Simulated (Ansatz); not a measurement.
Runs of Ansatz 0.2.0 on Ti. Symmetry: Fm-3m, No. 225, cubic system. Conventional cell: a = 4.060 Å, b = 4.060 Å, c = 4.060 Å, α = 90.00°, β = 90.00°, γ = 90.00°. Around Ti (site symmetry m-3m) lie 12 Ti at 2.87 Å. This isn't the form of Ti at room conditions, which is hcp.

```tsv
task	level	potentials or basis	cell	k mesh	cutoff (eV)	smearing	points for each segment of the path	mesh quality	gap on the mesh (eV)	pressure (GPa)	V0 of scaled cells (Å³/atom)	relaxed volume (Å³/atom)	B0 (GPa)
band structure	HSE06	Ansatz PAW	as given	6 × 6 × 6	420	fermi-dirac 0.05 eV	4	coarse	none	-	-	-	-
equation of state	LDA	Ansatz PAW	as given	11 × 11 × 11	420	fermi-dirac 0.05 eV	-	not flagged	-	-	15.99	-	123
single point	wPBEh	Ansatz PAW	as given	8 × 8 × 8	420	fermi-dirac 0.05 eV	-	not flagged	none	(b)	-	-	-
equation of state	r2SCAN	Ansatz PAW	as given	11 × 11 × 11	500	fermi-dirac 0.05 eV	-	not flagged	-	-	(a)	-	110
relaxation of cell and atoms	HSE06	Ansatz PAW	relaxed	6 × 6 × 6	420	fermi-dirac 0.05 eV	-	coarse	none	-	-	17.28	-
band structure	LDA	Ansatz PAW	as given	11 × 11 × 11	420	methfessel-paxton 0.2 eV	14	not flagged	none	-5.2	-	-	-
relaxation of cell and atoms	PBE0	Ansatz PAW	relaxed	6 × 6 × 6	420	fermi-dirac 0.05 eV	-	coarse	none	-	-	17.22	-
relaxation of cell and atoms	PBEsol0	Ansatz PAW	relaxed	6 × 6 × 6	420	fermi-dirac 0.05 eV	-	coarse	none	-	-	(c)	-
single point	B3LYP	Ansatz PAW	as given	6 × 6 × 6	420	fermi-dirac 0.05 eV	-	coarse	none	-	-	-	-
band structure	HSE03	Ansatz PAW	as given	6 × 6 × 6	420	fermi-dirac 0.05 eV	4	coarse	none	-	-	-	-
single point	B3LYP+D4	Ansatz NC	as given	7 × 7 × 7	1155	fermi-dirac 0.1 eV	-	coarse	none	-	-	-	-
single point	r2SCANh	Ansatz PAW	as given	6 × 6 × 6	500	fermi-dirac 0.05 eV	-	coarse	none	-	-	-	-
```

Alike in all rows: no spin polarisation.

Estimate the missing entries.

(a) 17.35; (b) 4.1; (c) 16.77.

Caveats: some runs use coarse meshes; the PAW data sets come from PBE, with cores solved anew for the run's functional, which leaves a small shift of forces and pressure (some runs); the plane-wave basis is chosen anew once the cell has moved, so the energies of steps on either side of that aren't comparable (some runs); the potentials were made for another functional, which shifts forces and pressure (some runs); pairwise dispersion overbinds metals, which lowers pressure and volume (some runs).

A k mesh can miss the band edges.

A gap of «none» marks a metal or a gap under the smearing width.

Not every run made on this cell is shown here.
